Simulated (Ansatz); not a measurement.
**Moving the functional in Au3Cu**

```
CELL_PARAMETERS angstrom
3.98000 0.00000 0.00000
0.00000 3.98000 0.00000
0.00000 0.00000 3.98000
ATOMIC_POSITIONS crystal
Au 0.50000 0.50000 0.00000
Au 0.50000 0.00000 0.50000
Au 0.00000 0.50000 0.50000
Cu 0.00000 0.00000 0.00000
```

Kept alike: task equation of state; k mesh 7 × 7 × 7; occupations fermi-dirac, width 0.05 eV; no spin polarisation. Program: Ansatz, Ansatz PAW. Cutoffs run from 420 to 500 eV. The mesh is that of the run's cell of 4 atoms. No spin-orbit coupling.

| functional | volume (Å³/atom) | bulk modulus (GPa) |
| --- | --- | --- |
| LDA | 15.241 | 194.6 |
| PBEsol | 15.671 | 174.7 |
| r2SCAN | 16.091 | 154.0 |

For a metal such a mesh leaves the last digits unconverged. Volume and modulus come from cells scaled at fixed shape and fractions. All rows use potentials made for PBE.

**Question.** What does the functional change here?

**Answer.** The volume runs from 15.241 (LDA) to 16.091 Å³/atom (r2SCAN). The bulk modulus runs from 154.0 (r2SCAN) to 194.6 GPa (LDA).
